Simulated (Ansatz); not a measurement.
## Structures of Al$_{2}$Ru: which is lowest?

Plane-wave DFT in Ansatz with scalar-relativistic PAW potentials, cutoff 500 eV, Γ-centred meshes chosen by cell and gap, Gaussian smearing with energies taken to zero width. Every cell was relaxed (cell and atoms) in a run of its own, within the symmetry of its start. Functional: r2SCAN.

Relaxed structures (starts from databases or built by putting these elements on another compound's sites):
A. I4/mmm, 3 atoms in the computed cell, a = 3.122 Å, c = 8.445 Å; sites (symmetry × multiplicity) Al 4mm × 4, Ru 4/mmm × 2; start: database
B. Fddd, 6 atoms in the computed cell, a = 4.707 Å, b = 7.979 Å, c = 8.783 Å; sites (symmetry × multiplicity) Al .2. × 16, Ru 222 × 8; start: database

Question: Rank them by energy. Could pressure change the order?

Answer:
| structure | group | E − E(lowest) (meV/atom) | V (Å³/atom) | gap on mesh (eV) |
| --- | --- | --- | --- | --- |
| B | Fddd | 0.0 | 13.74 | 0.18 |
| A | I4/mmm | 20.2 | 13.72 | 0.00 |

B is lowest, 20 meV/atom under A. The two lowest differ in volume by under 3 %, too little for a first-order estimate of what pressure does to that pair (other pairs aren't weighed here); with rigid cells even 3 % in favour of the higher one would need about 8 GPa. Other structures may lie lower than all of these, and vibrations aren't counted.